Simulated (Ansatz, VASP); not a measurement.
Two plane-wave programs on Sn

```
CELL_PARAMETERS angstrom
3.03318 0.00000 0.00000
0.00000 3.03318 0.00000
0.00000 0.00000 3.03318
ATOMIC_POSITIONS crystal
Sn 0.00000 0.00000 0.00000
```

Alike in both runs: functional PBEsol; k mesh 14 × 14 × 14; occupations fermi-dirac, width 0.1 eV; no spin polarisation.

Ansatz relaxed the structure, and its values are those at the end. VASP's run is a single point on that final structure, the one shown.

```csv
,VASP,Ansatz
version,VASP 6.6.1,Ansatz 0.2.0
potentials or method,"VASP PAW PBE potentials, release 64 (Sn_d)","PAW with Ansatz's default frozen-core files, scalar-relativistic"
plane-wave cutoff (eV),520,420
valence electrons in the cell,14,14
```

```tsv
	VASP	Ansatz	Ansatz less VASP
pressure (GPa)	0.0	0.0	+0.02
```

Caveats: the PAW data sets were made with another functional, which shifts forces and pressure a little (VASP).
